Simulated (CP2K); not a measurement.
Crystal: GaAs.

```
As Ga
1.0
     3.99777    0.00000    0.00000
     1.99888    3.46217    0.00000
     1.99888    1.15406    3.26417
As Ga
1 1
Cartesian
  5.9967 3.4622 2.4481
  0.0000 0.0000 0.0000
```

Base run:

| Quantity | Value |
| --- | --- |
| Program | CP2K 2026.2 |
| Functional | PBEsol |
| Potentials or basis | POTENTIAL_UZH As GTH-PBE-q5, Ga GTH-PBE-q13; TZVP-MOLOPT-PBE-GTH basis |
| Density cutoff | 6123 eV |
| k mesh | 8 × 8 × 8 |
| Occupations | fermi-dirac, width 0.05 eV |
| Spin | no spin polarisation |

Its results: band gap on the k mesh 0.38 eV, direct; pressure 1.7 GPa.

The run is repeated on the same cell with these changes: functional from PBEsol to RPBE. What comes out?

Band gap on the k mesh 0.57 eV, direct; pressure 5.1 GPa.

RPBE binds less tightly than PBEsol, so the same cell stands under more pressure.

Caveats: the potentials were made for another functional, which shifts forces and pressure; the basis of atomic orbitals isn't converged, which shifts pressures, moduli and gaps; the real-space grid breaks the cell's symmetry a little (some runs).
